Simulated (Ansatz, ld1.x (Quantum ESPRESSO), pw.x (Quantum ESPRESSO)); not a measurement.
# Tc: one change to the TM potential, in the atom and in the diamond crystal

```json
{
 "Element": "Tc",
 "Generator": "ld1.x (Quantum ESPRESSO) 7.5",
 "Type": "norm-conserving Troullier–Martins (Kleinman–Bylander form)",
 "Functional": "PBE",
 "Relativity": "scalar-relativistic",
 "Frozen core": "[Kr]",
 "Valence charge": "7",
 "Reference configuration": "4d5 5s2 5p0",
 "Partial waves": "5s (bound): rc 2.55 bohr; 5p (bound, empty): rc 2.65 bohr; 4d (bound): rc 2.10 bohr",
 "Local potential": "all-electron potential smoothed inside 2.40 bohr (lloc = -1)",
 "Core correction": "a·sin(br)/r model core inside 1.95 bohr"
}
```

Change: wave 5s (bound): rc 2.55 bohr becomes 5s (bound): rc 1.82 bohr.

Cutoffs, loose and tight: the cutoffs (Ry, on a coarse ladder) from which the occupation-weighted sum of valence levels, in a spherical-Bessel basis at the reference potential, stays within 10 and 1 mRy of its value at 400 Ry. They do not see the model core or the augmentation charge, which bear on the density cutoff. Test errors are all-electron minus pseudo excitation energies from the reference, over the configurations 4d5 5s1 5p0; 4d5 5s0 5p0; 4d4 5s0 5p0; 4d4 5s2 5p1; 4d3 5s0 5p0; 4d5 5s1.5 5p0; 4d6 5s1 5p0; variants that change the core or the reference have their own tests.

Crystal test: diamond Tc in pw.x 7.5, no spin, 8³ k-points, Fermi–Dirac smearing 0.01 Ry, cutoffs set for each file from its atomic test. The reference is all-electron LAPW (Ansatz 0.2.0) with the same functional, mesh and smearing; V0 and B0 come from Birch–Murnaghan fits to the pressures at five volumes. Errors are pseudo minus all-electron; Δ is the rms difference of the E(V) curves that follow from these fits, minima aligned, over ±6 % about the mean V0. Mesh and smearing are coarse, so the numbers serve the comparison and aren't converged zero-temperature values; the lattice is a test structure that the element need not adopt.

All-electron: a0 = 5.541 Å (V0 = 21.27 Å³/atom), B0 = 149.7 GPa.

Question: Does the change bring the crystal closer to the all-electron result?

Answer: The mean pressure error goes from -2.77 to -3.94 GPa, so the change moves the solid further from the all-electron pressures. The B0 error goes the other way, from -2.2 to -0.6 %.

| quantity | base | changed |
| --- | --- | --- |
| outcome (atom) | generated | generated |
| cutoff, loose (atom) | 40 Ry | 45 Ry |
| cutoff, tight (atom) | 50 Ry | 100 Ry |
| bound ghosts (atom) | s | s |
| largest test error (meV) (atom) | -543 over the solved tests; 2 of 7 tests not solved or not reliable | -798 over the solved tests; 3 of 7 tests not solved or not reliable |
| cutoffs in pw.x (Ry) | 60/240 | 120/480 |
| a0 (Å) | 5.506 | 5.491 |
| a0 error (%) | -0.64 | -0.92 |
| B0 error (%) | -2.2 | -0.6 |
| Δ (meV/atom) | 13.4 | 19.1 |
| mean pressure error (GPa) | -2.77 | -3.94 |

Base: The largest radius (2.65 bohr) exceeds half the bond length (2.27 bohr), so the spheres overlap, which is one possible source of error among others. This is a poor potential for the solid. Note: ghost state, extra bound levels that the all-electron valence spectrum of the same l lacks: s at -3.7 eV. A true bound ghost makes a file unfit for plane-wave use. Atomic configuration tests: 2 of 7 tests not solved or not reliable. The logarithmic derivative shows an extra or strongly shifted pseudo pole above the reference energy (s near -0.27 Ry, p near 1.16 Ry). Changed file: The largest radius (2.65 bohr) exceeds half the bond length (2.27 bohr), so the spheres overlap, which is one possible source of error among others. This is a poor potential for the solid. Note: ghost state, extra bound levels that the all-electron valence spectrum of the same l lacks: s at -4.2 eV. A true bound ghost makes a file unfit for plane-wave use. Atomic configuration tests: 3 of 7 tests not solved or not reliable. The logarithmic derivative shows an extra or strongly shifted pseudo pole above the reference energy (p near 1.16 Ry). The atomic cutoffs weigh occupied waves only.
